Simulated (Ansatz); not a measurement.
# armchair graphene nanoribbon (N = 4, H/H2 edges): bands by functional and under strain, part 3 of 4

Aim: is the armchair graphene nanoribbon (N = 4, H/H2 edges) a metal or a semiconductor?

Ansatz 0.2.0; DFT PBE, plane waves, PAW; relaxation of a wire's period (the session's first sound run).

So far, band gap (eV): step 3 (the wire at its relaxed period, PBE) 1.83; step 4 (levels at the same atoms, level LDA, cutoff 420 eV, LDA PBE) 1.79; step 5 (another level of theory, level PBEsol, cutoff 420 eV, PBEsol PBE) 1.82; step 6 (levels at the same atoms, level r2SCAN, cutoff 500 eV, r2SCAN PBE) 1.99.

**7. Another level of theory, level HSE06, cutoff 420 eV**

This step: DFT HSE06, plane waves, PAW; levels of a perfect wire at the PBE geometry (Ansatz 0.2.0).

The atoms stay at the PBE geometry and the functional changes. HSE06 mixes in a quarter of short-range exact exchange, which removes part of the self-interaction that closes gaps; it is dear, so the mesh is thinner and no path is run. Against the first PBE run of this kind, the mesh along the wire has 7 points against 19.

input.yaml

```yaml
crystal:
  lattice:
    - [12.187, 0.0, 0.0]
    - [0.0, 8.76, 0.0]
    - [0.0, 0.0, 4.3483559958]
  atoms:
    - { symbol: C, position: [0.362900459, 0.5, 0.007416263] }
    - { symbol: C, position: [0.560092644, 0.5, 0.004431914] }
    - { symbol: C, position: [0.362900459, 0.5, 0.32591707] }
    - { symbol: C, position: [0.560092644, 0.5, 0.328901419] }
    - { symbol: H, position: [0.716850138, 0.599127155, 0.407958133] }
    - { symbol: H, position: [0.716850138, 0.400872845, 0.407958133] }
    - { symbol: H, position: [0.284009208, 0.5, 0.443317285] }
    - { symbol: C, position: [0.461044489, 0.5, 0.496576074] }
    - { symbol: C, position: [0.669493549, 0.5, 0.490101422] }
    - { symbol: C, position: [0.461044489, 0.5, 0.836757259] }
    - { symbol: C, position: [0.669493549, 0.5, 0.843231911] }
    - { symbol: H, position: [0.284009208, 0.5, 0.890016048] }
    - { symbol: H, position: [0.716850138, 0.599127155, 0.9253752] }
    - { symbol: H, position: [0.716850138, 0.400872845, 0.9253752] }
kpoints:
  mp_grid: { grid: [1, 1, 7] }
scf:
  occupations: { method: fermi_dirac, width: 0.05 }
hamiltonian:
  xc: hse06
```

Command:

```
> ansatz run input.yaml --threads 8 --pin off --max-ram 16384MiB --backend cpu --events-out ev --progress --plain --runs-dir out
```

Numbers of over 12 decimals in the logs are rounded to 6 here.

Log:

```text
exact exchange: scf.exx.singularity resolves to wigner_seitz, which cuts the screened interaction at the faces of the exchange supercell's Wigner-Seitz cell, so that each pair interacts once, at the shortest of its separations (the periodic images that this leaves out come, for a point-like exchange hole, to about 0.008 eV on a filled level). The cut falls within the interaction's reach, and what an exchange supercel [...]
[...]
Crystal: 14 atoms, lattice volume = 464.222 Å³
[...]
E sigma→0 (E₀):  -2103.321379 eV
Fermi energy:    -1.721700 eV
[...]
--- Band table (eV) ---
  k-point 0: bands = [... 15 lower, -6.6981, -6.1051, -4.8380, -2.9645, -0.4790]
  k-point 1: bands = [... 15 lower, -6.8148, -6.3546, -4.7592, -3.7605, 0.3949]
  k-point 2: bands = [... 15 lower, -7.3767, -6.9817, -5.1645, -4.4434, 1.2166]
  k-point 3: bands = [... 15 lower, -7.7465, -7.2548, -6.2997, -4.3123, 0.7994]
  guard bands above this table: 13 of the run's 33 bands. The solve was not asked for them (output.publish_guard_bands: true or output.eigenvalues: true publishes all)
[key lines of the parts left out:]
Free energy (F): -2103.321379 eV
```

Wall time 44 s (8 threads of Arm Neoverse N1, shared host); peak memory 1.2 GiB; 5.4 min of CPU time.

The gap is 2.49 eV, against 1.83 eV under PBE at the relaxed period.

**8. Side by side**

Times are for 8 threads of Arm Neoverse N1, shared host. Results by setting:

| no. | level | band gap (eV) | time | memory (GiB) |
| --- | --- | --- | --- | --- |
| 1 | LDA | 1.793 | 13 s | 1.2 |
| 2 | PBEsol | 1.816 | 13 s | 1.2 |
| 3 | r2SCAN | 1.985 | 25 s | 1.9 |
| 4 | HSE06 | 2.486 | 44 s | 1.2 |

**9. At a strained period, period over the relaxed period 0.97, k-mesh 1×1×15**

This step: DFT PBE, plane waves, PAW; relaxation at a fixed period (Ansatz 0.2.0).

The period is set to 0.97 times the relaxed one and the atoms relax within it: strain changes bond lengths and angles, which shifts the bands against each other. Against the first PBE run of this kind, the mesh along the wire has 15 points against 19.

The cell differs from the one that the last finished run ended in (c 4.348 → 4.218 Å).

input.yaml

```yaml
crystal:
  lattice:
    - [12.187, 0.0, 0.0]
    - [0.0, 8.76, 0.0]
    - [0.0, 0.0, 4.217905316]
  atoms:
    - { symbol: C, position: [0.362900459, 0.5, 0.007416263], spin: 0.5 }
    - { symbol: C, position: [0.560092644, 0.5, 0.004431914] }
    - { symbol: C, position: [0.362900459, 0.5, 0.32591707], spin: 0.5 }
    - { symbol: C, position: [0.560092644, 0.5, 0.328901419] }
    - { symbol: H, position: [0.716850138, 0.599127155, 0.407958133] }
    - { symbol: H, position: [0.716850138, 0.400872845, 0.407958133] }
    - { symbol: H, position: [0.284009208, 0.5, 0.443317285] }
    - { symbol: C, position: [0.461044489, 0.5, 0.496576074] }
    - { symbol: C, position: [0.669493549, 0.5, 0.490101422], spin: -0.5 }
    - { symbol: C, position: [0.461044489, 0.5, 0.836757259] }
    - { symbol: C, position: [0.669493549, 0.5, 0.843231911], spin: -0.5 }
    - { symbol: H, position: [0.284009208, 0.5, 0.890016048] }
    - { symbol: H, position: [0.716850138, 0.599127155, 0.9253752] }
    - { symbol: H, position: [0.716850138, 0.400872845, 0.9253752] }
magnetization:
  spin_polarized: true
kpoints:
  mp_grid: { grid: [1, 1, 15] }
  band_path: { path: ["Γ", Z], npoints: 50 }
scf:
  occupations: { method: fermi_dirac, width: 0.05 }
hamiltonian:
  xc: pbe
relax:
  max_steps: 40
  f_tol: 0.02
output:
  stress: true
```

Log:

```text
Warning: output.stress: scf.convergence.dr2_threshold = 1e-7 eV (the SCF's general default) is looser than the 1.4e-9 eV advised for a printed stress (1e-10 eV for each atom of the cell: 14). What an SCF threshold leaves in a stress goes as its square root, and in the free energy as the threshold itself, and one threshold admits the most on a small cell: [figures from the program's tests cut] Every solve of this run  [...]
[...]
Crystal: 14 atoms, lattice volume = 450.296 Å³
Basis set: ecut = 420 eV, 8791 PW (Γ), exchange–correlation on 180×120×60 points (8 copies of the dense FFT grid, shifted against one another)
Bands: 34, of which v1, the nominal top of the filled ones, is band 19 counted from 1 (18 counted from 0)
Symmetry: 4 space group operations
[...]
k-points: 8 of 15
[...]
Starting moments: Σ|m| = 2 μB on 4 of 14 sites
[...]
SCF iter   1: F=—  HF=-2111.241131 eV  |F-HF|=—  |Δ(HF+E_count)|=         —  Δρ=3.47e-2 (↑3.47e-2 ↓3.45e-2)  dr2=2.28e1  dr2_m=3.14e-1  M=0.000 μB ∫|m|=0.320 μB  β_m=0.30  ethr=3.10e-3  ⟨swp⟩=6.1  Hψ=2772  notcnv=0  defer=64
[...]
SCF iter  14: F=-2102.815521 eV  HF=-2102.815521 eV  |F-HF|=9.69e-11  |Δ(HF+E_count)|=   7.61e-9  Δρ=4.61e-7 (↑3.79e-7 ↓4.61e-7)  dr2=6.85e-10  dr2_m=6.03e-10  M=-0.000 μB ∫|m|=0.000 μB  ethr=2.55e-11  ⟨swp⟩=2.0  Hψ=901  notcnv=0
[...]
SCF 1 converged in 14 iterations: F = -2102.815521 eV  dr2 = 6.85e-10
[...]
relax step   1: F+E_penalty+E_count = -2102.81552110 eV  Δ(F+E_penalty+E_count) = +0.000e0 eV  max|allowed force component| = 1.199e0 eV/Å  Δτ_max = 0.0000 Å  (14 SCF iters, dr2 threshold 1.00e-5 eV, accepted)
[...]
SCF iter   7: F=-2102.866013 eV  HF=-2102.866013 eV  |F-HF|=1.88e-8  |Δ(HF+E_count)|=   8.27e-8  Δρ=2.00e-6 (↑2.00e-6 ↓1.96e-6)  dr2=3.47e-8  dr2_m=5.24e-9  M=0.000 μB ∫|m|=0.000 μB  ethr=1.80e-9  ⟨swp⟩=1.0  Hψ=1260  notcnv=0
[...]
SCF 2 converged in 7 iterations: F = -2102.866013 eV  dr2 = 3.47e-8
[...]
relax step   2: F+E_penalty+E_count = -2102.86601336 eV  Δ(F+E_penalty+E_count) = -5.049e-2 eV  max|allowed force component| = 3.836e-1 eV/Å  Δτ_max = 0.0314 Å  (7 SCF iters, dr2 threshold 8.98e-5 eV, accepted)
SCF iter   1: F=—  HF=-2102.871045 eV  |F-HF|=—  |Δ(HF+E_count)|=         —  Δρ=4.75e-4 (↑4.54e-4 ↓4.75e-4)  dr2=2.52e-3  dr2_m=1.93e-5  M=-0.000 μB ∫|m|=0.002 μB  β_m=0.30  ethr=5.68e-5  ⟨swp⟩=3.3  Hψ=1255  notcnv=0  defer=138
[...]
SCF iter   7: F=-2102.870451 eV  HF=-2102.870451 eV  |F-HF|=2.36e-9  |Δ(HF+E_count)|=   1.30e-8  Δρ=7.59e-7 (↑7.59e-7 ↓7.28e-7)  dr2=3.50e-9  dr2_m=1.08e-9  M=-0.000 μB ∫|m|=0.000 μB  ethr=2.86e-10  ⟨swp⟩=1.0  Hψ=1226  notcnv=0
[...]
SCF 3 converged in 7 iterations: F = -2102.870451 eV  dr2 = 3.50e-9
[...]
relax step   3: F+E_penalty+E_count = -2102.87045110 eV  Δ(F+E_penalty+E_count) = -4.438e-3 eV  max|allowed force component| = 1.122e-1 eV/Å  Δτ_max = 0.0116 Å  (7 SCF iters, dr2 threshold 9.20e-6 eV, accepted)
[...]
relax step   4: F+E_penalty+E_count = -2102.87070312 eV  Δ(F+E_penalty+E_count) = -2.520e-4 eV  max|allowed force component| = 2.645e-2 eV/Å  Δτ_max = 0.0016 Å  (6 SCF iters, dr2 threshold 1.08e-6 eV, accepted)
SCF iter   1: F=—  HF=-2102.870688 eV  |F-HF|=—  |Δ(HF+E_count)|=         —  Δρ=3.47e-5 (↑3.44e-5 ↓3.47e-5)  dr2=1.54e-5  dr2_m=3.02e-8  M=-0.000 μB ∫|m|=0.000 μB  β_m=0.30  ethr=4.59e-7  ⟨swp⟩=2.0  Hψ=1046  notcnv=0  defer=138
[...]
SCF iter   6: F=-2102.870724 eV  HF=-2102.870724 eV  |F-HF|=2.70e-10  |Δ(HF+E_count)|=  3.70e-10  Δρ=1.10e-7 (↑1.05e-7 ↓1.10e-7)  dr2=3.71e-10  dr2_m=4.61e-12  M=0.000 μB ∫|m|=0.000 μB  ethr=3.37e-12  ⟨swp⟩=1.0  Hψ=1243  notcnv=0
[...]
SCF 5 converged in 6 iterations: F = -2102.870724 eV  dr2 = 3.71e-10
relax step   5: F+E_penalty+E_count = -2102.87072363 eV  Δ(F+E_penalty+E_count) = -2.051e-5 eV  max|allowed force component| = 2.937e-3 eV/Å  Δτ_max = 0.0006 Å  (6 SCF iters, accepted)
[...]
the band table was solved once a step of the walk had ended and its energy, with any forces and stress, was formed, with the checks that follow a solve (4240 applications of the Hamiltonian). They found nothing against the state; the energy, forces and stress were not computed again (output.eigenvalues in the input reference)
[...]
SCF converged after 6 iterations
Magnetization: 0.0000 μB (19.0000 up, 19.0000 down)
Absolute magnetization: 0.0000 μB (∫|ρ↑−ρ↓|, with the PAW one-centre terms)
[...]
Per-site moments (μB) at R_I (Å): [(-2.1886416852128193e-8, 0.447880), (3.096090958625842e-8, 0.571506), (-2.1886416839736276e-8, 0.447880), (3.0960909594508665e-8, 0.571506), (-3.752888342245896e-9, 0.454307), (-3.752888342245923e-9, 0.454307), (1.1809195104003693e-8, 0.447880), (1.7961978522734967e-8, 0.577261), (9.580811023465431e-11, 0.454307), (1.7961978503026125e-8, 0.577261), (9.580811280094194e-11, 0.454307), (1.1809195092263037e-8, 0.447880), (-3.75288834236675e-9, 0.454307), (-3.7528883423667704e-9, 0.454307)]
Free energy (F): -2102.870724 eV
[...]
Internal energy: -2102.870724 eV  (E = F + TS)
E sigma→0 (E₀):  -2102.870724 eV
Entropy (-TS):   -0.000000 eV (-0.000 meV/atom)
Fermi energy:    -1.466117 eV
[...]
--- Forces (eV/Å), atoms counted from 1 ---
  atom   1  C     -0.00013355    -0.00000000    -0.00069106
  atom   2  C      0.00205287     0.00000000    -0.00035313
  atom   3  C     -0.00013355     0.00000000     0.00069106
  atom   4  C      0.00205287     0.00000000     0.00035313
  atom   5  H      0.00067106     0.00193541    -0.00081094
  atom   6  H      0.00067106    -0.00193541    -0.00081094
  atom   7  H     -0.00033161     0.00000000    -0.00026878
  atom   8  C      0.00000638     0.00000000     0.00041972
  atom   9  C     -0.00293695     0.00000000     0.00083378
  atom  10  C      0.00000638     0.00000000    -0.00041972
  atom  11  C     -0.00293695     0.00000000    -0.00083378
  atom  12  H     -0.00033161     0.00000000     0.00026878
  atom  13  H      0.00067106     0.00193541     0.00081094
  atom  14  H      0.00067106    -0.00193541     0.00081094
  max |Σ_I F_I| component: 1.49e-6 eV/Å
--- Stress (GPa, compression-positive) ---
       -0.004416       0.000000       0.000000
        0.000000       0.006946       0.000000
        0.000000       0.000000       4.042076
  P = ⅓ Tr σ = 1.3482 GPa (13.482 kbar)
--- Band table (eV; the first three rows and the last of 16) ---
  k-point 0 ↑: bands = [... 15 lower, -5.4976, -5.0482, -4.2669, -2.2755, -0.6569, 0.6473, 1.4244, 1.7643, ... 11 higher]
  k-point 1 ↑: bands = [... 15 lower, -5.4920, -5.1099, -4.2447, -2.5155, -0.4073, 0.6827, 1.4616, 1.6872, ... 11 higher]
  k-point 2 ↑: bands = [... 15 lower, -5.5174, -5.2817, -4.1877, -3.0094, 0.1159, 0.7889, 1.4962, 1.5724, ... 11 higher]
  k-point 7 ↓: bands = [... 15 lower, -6.6724, -6.1207, -5.7089, -3.6953, 0.4020, 2.3643, 2.8887, 3.0034, ... 11 higher]
--- Relaxed structure (5 steps of the walk, 5 accepted, 0 SCFs on fresh bases) ---
  F+E_penalty+E_count = -2102.87072363 eV   max|allowed force component| = 2.937e-3 eV/Å
  atoms:
    - { symbol: C, position: [0.361498, 0.5, 0.0044284] }
    - { symbol: C, position: [0.560439, 0.5, 0.00243001] }
    - { symbol: C, position: [0.361498, 0.5, 0.328905] }
    - { symbol: C, position: [0.560439, 0.5, 0.330903] }
    - { symbol: H, position: [0.717304, 0.599126, 0.400455] }
    - { symbol: H, position: [0.717304, 0.400874, 0.400455] }
    - { symbol: H, position: [0.283372, 0.5, 0.452637] }
    - { symbol: C, position: [0.460708, 0.5, 0.495965] }
    - { symbol: C, position: [0.670616, 0.5, 0.487636] }
    - { symbol: C, position: [0.460708, 0.5, 0.837369] }
    - { symbol: C, position: [0.670616, 0.5, 0.845698] }
    - { symbol: H, position: [0.283372, 0.5, 0.880697] }
    - { symbol: H, position: [0.717304, 0.599126, 0.932878] }
    - { symbol: H, position: [0.717304, 0.400874, 0.932878] }
```

Run time: 52 s. Hardware: 8 threads; peak memory 1.5 GiB.

Step by step:

| step | energy less that of the first step (eV) | largest force component (eV/Å) |
| --- | --- | --- |
| 1 | 0.0000 | 1.1988 |
| 2 | -0.0505 | 0.3836 |
| 3 | -0.0549 | 0.1122 |
| 4 | -0.0552 | 0.0265 |
| 5 | -0.0552 | 0.0029 |

The run keeps the 4 symmetry operations that it works with, so distortions that break them were not tested.

The atoms that moved most (Å):

| atom | dx | dy | dz | length |
| --- | --- | --- | --- | --- |
| H12 | -0.008 | 0.000 | -0.039 | 0.040 |
| H7 | -0.008 | 0.000 | 0.039 | 0.040 |
| H6 | 0.006 | 0.000 | -0.032 | 0.032 |
| H5 | 0.006 | 0.000 | -0.032 | 0.032 |
| H13 | 0.006 | 0.000 | 0.032 | 0.032 |
| H14 | 0.006 | 0.000 | 0.032 | 0.032 |
| C3 | -0.017 | 0.000 | 0.013 | 0.021 |
| C1 | -0.017 | 0.000 | -0.013 | 0.021 |

Final coordinates:

```xyz
14
Lattice="12.1870 0.0000 0.0000 0.0000 8.7600 0.0000 0.0000 0.0000 4.2179" Properties=species:S:1:pos:R:3
C     4.4056    4.3800    0.0187
C     6.8301    4.3800    0.0102
C     4.4056    4.3800    1.3873
C     6.8301    4.3800    1.3957
H     8.7418    5.2483    1.6891
H     8.7418    3.5117    1.6891
H     3.4535    4.3800    1.9092
C     5.6146    4.3800    2.0919
C     8.1728    4.3800    2.0568
C     5.6146    4.3800    3.5319
C     8.1728    4.3800    3.5671
H     3.4535    4.3800    3.7147
H     8.7418    5.2483    3.9348
H     8.7418    3.5117    3.9348
```

This step gave:

```
band gap : 1.619 eV
```

The electronic bands at the labelled points (eV, zero at the Fermi level):

| point | up 19 | up 20 | up 21 | up 22 | down 19 | down 20 | down 21 | down 22 |
| --- | --- | --- | --- | --- | --- | --- | --- | --- |
| Γ | -0.81 | 0.81 | 2.11 | 2.89 | -0.81 | 0.81 | 2.11 | 2.89 |
| halfway | -2.35 | 2.50 | 2.61 | 2.62 | -2.35 | 2.50 | 2.61 | 2.62 |
| Z | -2.22 | 1.85 | 4.02 | 4.15 | -2.22 | 1.85 | 4.02 | 4.15 |

The gap is 1.62 eV, against 1.83 eV under PBE at the relaxed period, with no moment.

**10. At a strained period, period over the relaxed period 1.03, k-mesh 1×1×14**

The period is set to 1.03 times the relaxed one and the atoms relax within it: strain changes bond lengths and angles, which shifts the bands against each other. Against the first PBE run of this kind, the mesh along the wire has 14 points against 19.

The cell differs from the one that the last finished run ended in (c 4.218 → 4.479 Å).

input.yaml, as its differences from that of step 9:

```diff
@@ -4,3 +4,3 @@
     - [0.0, 8.76, 0.0]
-    - [0.0, 0.0, 4.217905316]
+    - [0.0, 0.0, 4.4788066757]
   atoms:
@@ -23,3 +23,3 @@
 kpoints:
-  mp_grid: { grid: [1, 1, 15] }
+  mp_grid: { grid: [1, 1, 14] }
   band_path: { path: ["Γ", Z], npoints: 50 }
```

Log:

```text
[...]
Crystal: 14 atoms, lattice volume = 478.149 Å³
Basis set: ecut = 420 eV, 9367 PW (Γ), exchange–correlation on 180×120×60 points (8 copies of the dense FFT grid, shifted against one another)
Bands: 34, of which v1, the nominal top of the filled ones, is band 19 counted from 1 (18 counted from 0)
[...]
- { symbol: H, position: [0.284520, 0.5, 0.433857] }
    - { symbol: C, position: [0.461335, 0.5, 0.496235] }
    - { symbol: C, position: [0.668462, 0.5, 0.492436] }
    - { symbol: C, position: [0.461335, 0.5, 0.837098] }
    - { symbol: C, position: [0.668462, 0.5, 0.840897] }
    - { symbol: H, position: [0.284520, 0.5, 0.899476] }
    - { symbol: H, position: [0.716455, 0.599169, 0.917642] }
    - { symbol: H, position: [0.716455, 0.400831, 0.917642] }
[key lines of the parts left out:]
SCF converged after 7 iterations
Magnetization: -0.0000 μB (19.0000 up, 19.0000 down)
Free energy (F): -2102.896530 eV
Fermi energy:    -1.881403 eV
P = ⅓ Tr σ = -1.0976 GPa (-10.976 kbar)
```

It took 47 s on 8 threads; peak memory 1.5 GiB; 6 min of CPU time.

(Part 3 of 4 ends here.)

[Logs are printed without paths, hosts, clocks, repeated set-up lines and the standing remarks that a program may print on its own settings, such as how far it seeks lower states.]

[Hosts, paths, dates, database ids (printed as entryN), source tags and the programs' standing remarks are cut or masked in the printed files.]
